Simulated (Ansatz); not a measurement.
**Ga in Ansatz: the effect of functional**

Ga:

```
Ga
1.0
     2.30585   -3.90563    0.00000
     2.30585    3.90563    0.00000
     0.00000    0.00000    4.61273
Ga
4
Direct
  0.34510 0.65490 0.41900
  0.15490 0.84510 0.91900
  0.65490 0.34510 0.58100
  0.84510 0.15490 0.08100
```

The cell isn't the ideal one: volume scaled by 1.06.

Alike in all runs:

| Item | Value |
| --- | --- |
| Program | Ansatz 0.2.0 |
| Task | single point |
| Potentials or basis | Ansatz PAW |
| k mesh | 7 × 7 × 6 |
| Occupations | fermi-dirac, width 0.05 eV |
| Spin | no spin polarisation |

```tsv
functional	cutoff	pressure (GPa)	largest force (eV/Å)
LDA	420 eV (not typed: the program's choice for these potentials)	-5.9	0.13
r2SCAN	500 eV (not typed: the program's choice for these potentials)	-4.1	0.13
PBE	420 eV (not typed: the program's choice for these potentials)	?	?
```

What does the run with functional PBE give?

Pressure -1.0 GPa; largest force 0.10 eV/Å.

Caveats: the PAW data sets come from PBE, with cores solved anew for the run's functional, which leaves a small shift of forces and pressure (some runs).
